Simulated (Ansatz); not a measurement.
# AlFe: the cost of one run

Program: Ansatz 0.2.0. Level of theory: DFT PBE, scalar-relativistic, plane waves, PAW. These are calculated values, not measurements.

### Step 1. Starting point

The structure is tetragonal, space group P4/mmm (No. 123). The conventional cell has a = 2.680 Å, b = 2.680 Å, c = 3.513 Å, α = 90.00°, β = 90.00°, γ = 90.00°. Al (site symmetry 4/mmm) has 8 Fe at 2.58 Å and 4 Al at 2.68 Å as nearest neighbours. Fe (site symmetry 4/mmm) is surrounded by 8 Al at 2.58 Å and 4 Fe at 2.68 Å.

Coordinates:

```
Al Fe
1.0
     2.68021    0.00000    0.00000
     0.00000    2.68021    0.00000
     0.00000    0.00000    3.51299
Al Fe
1 1
Direct
  0.50000 0.50000 0.50000
  0.00000 0.00000 0.00000
```

This is candidate A: CuAu (L1_0) type (P4/mmm, No. 123).

(A quick probe on a coarse mesh, which set the mesh and smearing, is not shown.)

### Step 3. Full relaxation (candidate A)

input.yaml

```yaml
crystal:
  lattice:
    - [2.6802072392, 0.0, 0.0]
    - [0.0, 2.6802072392, 0.0]
    - [0.0, 0.0, 3.5129859171]
  atoms:
    - { symbol: Al, position: [0.5, 0.5, 0.5] }
    - { symbol: Fe, position: [0.0, 0.0, 0.0], spin: 1.69 }
basis:
  ecutwfc: 420
kpoints:
  mp_grid: { grid: [20, 20, 16] }
hamiltonian:
  xc: pbe
scf:
  occupations: { method: gaussian, width: 0.1 }
output:
  forces: true
  stress: true
  eigenvalues: true
  populations: true
magnetization:
  spin_polarized: true
relax:
  adjacent_minimum: "off"
  f_tol: 0.01
  max_steps: 80
  cell: { stress_tol: 0.05 }
```

Started as:

```bash
$ ansatz run input.yaml --threads 1 --pin off --max-ram 2560MiB --backend cpu --events-out ev --progress --plain --runs-dir out
```

**Question.** How long does this run take on 1 thread of Intel Xeon 6975P-C (Granite Rapids), shared host, and how much memory does it need?

About 3.7 min, with a peak of 0.69 GiB.
